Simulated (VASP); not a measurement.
# Cd (R-3m) in VASP: settings compared, part 2 of 2

VASP 6.6.1. Earlier steps stand in the parts before.

### 3 Single point, PBE

The input, INCAR:

```
PREC = Accurate
ENCUT = 520
EDIFF = 1E-6
ISMEAR = 0
SIGMA = 0.02
LREAL = False
LASPH = True
NELM = 100
ALGO = Normal
ISIF = 2
LWAVE = False
LCHARG = True
GGA = PE
LELF = True
LVHAR = True
NBANDS = 12
```

The input, KPOINTS:

```
regular mesh
0
Gamma
  10 10 10
```

The input, POSCAR:

```
Cd
1.0
    1.6080291515      0.9283960635      2.4492874100
   -1.6080291515      0.9283960635      2.4492874100
    0.0000000000     -1.8567921270      2.4492874100
Cd
1
Direct
    0.0000000000      0.0000000000      0.0000000000
```

Potentials or basis: VASP PAW PBE potentials, release 54 (Cd).

On the command line:

```sh
cat potpaw_PBE.54/Cd/POTCAR > POTCAR
mpirun -np 1 vasp_std > vasp.out
```

OUTCAR:

```text
PREC = Accurate
   ENCUT = 520
   EDIFF = 1E-6
   ISMEAR = 0
   LREAL = False
   LASPH = True
   NELM = 100
   ISIF = 2
   GGA = PE

 ion  position               nearest neighbor table
   1  0.000  0.000  0.000-

  LATTYP: Found a trigonal (rhomboedric) cell.
 ALAT       =     3.0735461310
 COS(alpha) =     0.4525576903

  Lattice vectors:

 A1 = (   1.6080291515,   0.9283960635,   2.4492874100)
 A2 = (  -1.6080291515,   0.9283960635,   2.4492874100)
 A3 = (   0.0000000000,  -1.8567921270,   2.4492874100)
[... 805 lines left out ...]
     12      23.2154      0.00000

 [... further k-points ...]

------------------------ aborting loop because EDIFF is reached ----------------------------------------

  FORCE on cell =-STRESS in cart. coord.  units (eV):
  Direction    XX          YY          ZZ          XY          YZ          ZX
  --------------------------------------------------------------------------------------
  -------------------------------------------------------------------------------------
  Total        0.2746231      0.2746231      0.4215283      0.0000000      0.0000000      0.0000000
  in kB       20.0553114     20.0553114     30.7835771      0.0000000      0.0000000      0.0000000
  external PRESSURE =      23.6314000 kB  Pullay stress =       0.0000000 kB

 VOLUME and BASIS-vectors are now :
 -----------------------------------------------------------------------------
  energy-cutoff  :      520.00
  volume of cell :       21.94
      direct lattice vectors                 reciprocal lattice vectors
     1.608029152  0.928396064  2.449287410     0.310939637  0.179521083  0.136094005
    -1.608029152  0.928396064  2.449287410    -0.310939637  0.179521083  0.136094005
     0.000000000 -1.856792127  2.449287410     0.000000000 -0.359042166  0.136094005

 POSITION                                       TOTAL-FORCE (eV/Angst)
 -----------------------------------------------------------------------------------
      0.00000      0.00000      0.00000        -0.000000     -0.000000     -0.000000
 -----------------------------------------------------------------------------------
    total drift:                                0.000000     -0.000000      0.000000

  FREE ENERGIE OF THE ION-ELECTRON SYSTEM (eV)
  ---------------------------------------------------
  free  energy   TOTEN  =        -0.7357688487 eV

  energy  without entropy=       -0.7356600426  energy(sigma->0) =       -0.73571445
```

It took 14 s on 1 thread of Intel Xeon Platinum 8488C (Sapphire Rapids), shared host; peak memory 0.15 GiB.

Results:

* Free energy: -0.7358 eV
* Pressure: 2.4 GPa
* Band gap on the k mesh: none (metal or under the smearing width)

Levels at points of the mesh, in eV from the Fermi level:
| k point | band 3 | band 4 | band 5 | band 6 | band 7 | band 8 | band 9 | band 10 |
| --- | --- | --- | --- | --- | --- | --- | --- | --- |
| (0.00, 0.00, 0.00) | -8.98 | -8.70 | -8.63 | -8.63 | 13.52 | 14.18 | 14.18 | 17.02 |
| (0.50, 0.00, 0.00) | -8.95 | -8.37 | -8.23 | -2.38 | -1.57 | 12.51 | 12.60 | 14.04 |
| (0.50, 0.50, 0.00) | -8.33 | -8.19 | -8.15 | -0.75 | 1.42 | 6.08 | 7.61 | 10.35 |
| (0.50, 0.50, 0.50) | -9.12 | -8.22 | -8.22 | -1.88 | -0.42 | 11.51 | 11.51 | 12.41 |

### 4 Single point, PBE

The input, run.py:

```python
from ase.calculators.vasp import Vasp
from ase.dft.bandgap import bandgap
from ase.io import read

atoms = read('Cd.xyz')
calc = Vasp(
    directory='calc',
    xc='pbe',
    pp='PBE',
    setups='recommended',
    pp_version='54',
    prec='Accurate',
    encut=520,
    ediff=1e-06,
    ismear=0,
    sigma=0.02,
    lreal=False,
    lasph=True,
    nelm=60,
    algo='Fast',
    isif=2,
    lwave=False,
    lcharg=True,
    lelf=True,
    lvhar=True,
    kpts=[10, 10, 10],
    gamma=True,
)
atoms.calc = calc

print('energy (eV):', atoms.get_potential_energy())
print('free energy (eV):', atoms.get_potential_energy(force_consistent=True))
print('forces (eV/A):')
print(atoms.get_forces())
print('stress (eV/A^3, Voigt):', atoms.get_stress())
print('Fermi level (eV):', calc.get_fermi_level())
gap, top, bottom = bandgap(calc)
print('band gap (eV):', gap, 'from (spin, k, band)', top, 'to', bottom)
```

The input, Cd.xyz:

```xyz
1
Lattice="1.6080291515 0.9283960635 2.4492874100 -1.6080291515 0.9283960635 2.4492874100 0.0000000000 -1.8567921270 2.4492874100" Properties=species:S:1:pos:R:3 pbc="T T T"
Cd     0.0000000000      0.0000000000      0.0000000000
```

Potentials or basis: VASP PAW PBE potentials, release 54 (Cd).

On the command line:

```sh
python run.py
```

Log:

```text
energy (eV): -0.73571437
free energy (eV): -0.73576875
forces (eV/A):
[[0. 0. 0.]]
stress (eV/A^3, Voigt): [-0.01291441 -0.01291441 -0.01960111  0.         -0.         -0.        ]
Fermi level (eV): 2.76938804
band gap (eV): 0.0 from (spin, k, band) (None, None, None) to (None, None, None)
```

OUTCAR:

```text
ENCUT = 520.000000
   EDIFF = 1.00e-06
   GGA = PE
   PREC = Accurate
   ISIF = 2
   ISMEAR = 0
   NELM = 60
   LASPH = .TRUE.
   LREAL = .FALSE.

 ion  position               nearest neighbor table
   1  0.000  0.000  0.000-

  LATTYP: Found a trigonal (rhomboedric) cell.
 ALAT       =     3.0735461310
 COS(alpha) =     0.4525576903
[... 742 lines left out ...]
  Total        0.2833300      0.2833300      0.4300300      0.0000000      0.0000000      0.0000000
  in kB       20.6911655     20.6911655     31.4044461      0.0000000      0.0000000      0.0000000
  external PRESSURE =      24.2622590 kB  Pullay stress =       0.0000000 kB

 VOLUME and BASIS-vectors are now :
 -----------------------------------------------------------------------------
  energy-cutoff  :      520.00
  volume of cell :       21.94
      direct lattice vectors                 reciprocal lattice vectors
     1.608029152  0.928396064  2.449287410     0.310939637  0.179521083  0.136094005
    -1.608029152  0.928396064  2.449287410    -0.310939637  0.179521083  0.136094005
     0.000000000 -1.856792127  2.449287410     0.000000000 -0.359042166  0.136094005

 POSITION                                       TOTAL-FORCE (eV/Angst)
 -----------------------------------------------------------------------------------
      0.00000      0.00000      0.00000         0.000000      0.000000      0.000000
 -----------------------------------------------------------------------------------
    total drift:                                0.000000      0.000000      0.000000

  FREE ENERGIE OF THE ION-ELECTRON SYSTEM (eV)
  ---------------------------------------------------
  free  energy   TOTEN  =        -0.7357687456 eV

  energy  without entropy=       -0.7356599955  energy(sigma->0) =       -0.73571437
```

INCAR:

```text
ENCUT = 520.000000
SIGMA = 0.020000
EDIFF = 1.00e-06
ALGO = Fast
GGA = PE
PREC = Accurate
ISIF = 2
ISMEAR = 0
NELM = 60
LASPH = .TRUE.
LCHARG = .TRUE.
LELF = .TRUE.
LVHAR = .TRUE.
LWAVE = .FALSE.
LREAL = .FALSE.
```

Wall time 17 s (1 thread of Intel Xeon Platinum 8488C (Sapphire Rapids), shared host); peak memory 0.15 GiB.

What came out:

```yaml
Free_energy: -0.7358 eV
Pressure: 2.4 GPa
Band_gap_on_the_k_mesh: none (metal or under the smearing width)
```

Stress tensor (GPa, compression positive):
```
2.07 0.00 0.00
0.00 2.07 0.00
0.00 0.00 3.14
```

Levels at points of the mesh, in eV from the Fermi level:
| k point | band 2 | band 3 | band 4 | band 5 | band 6 | band 7 | band 8 | band 9 | band 10 |
| --- | --- | --- | --- | --- | --- | --- | --- | --- | --- |
| (0.00, 0.00, 0.00) | -9.19 | -8.98 | -8.70 | -8.63 | -8.63 | 13.52 | 14.18 | 14.18 | 17.02 |
| (0.50, 0.00, 0.00) | -9.22 | -8.95 | -8.37 | -8.23 | -2.38 | -1.57 | 12.51 | 12.60 | 14.04 |
| (0.50, 0.50, 0.00) | -9.65 | -8.33 | -8.19 | -8.15 | -0.75 | 1.42 | 6.08 | 7.61 | 10.35 |
| (0.50, 0.50, 0.50) | -9.12 | -9.12 | -8.22 | -8.22 | -1.88 | -0.42 | 11.51 | 11.51 | 12.41 |
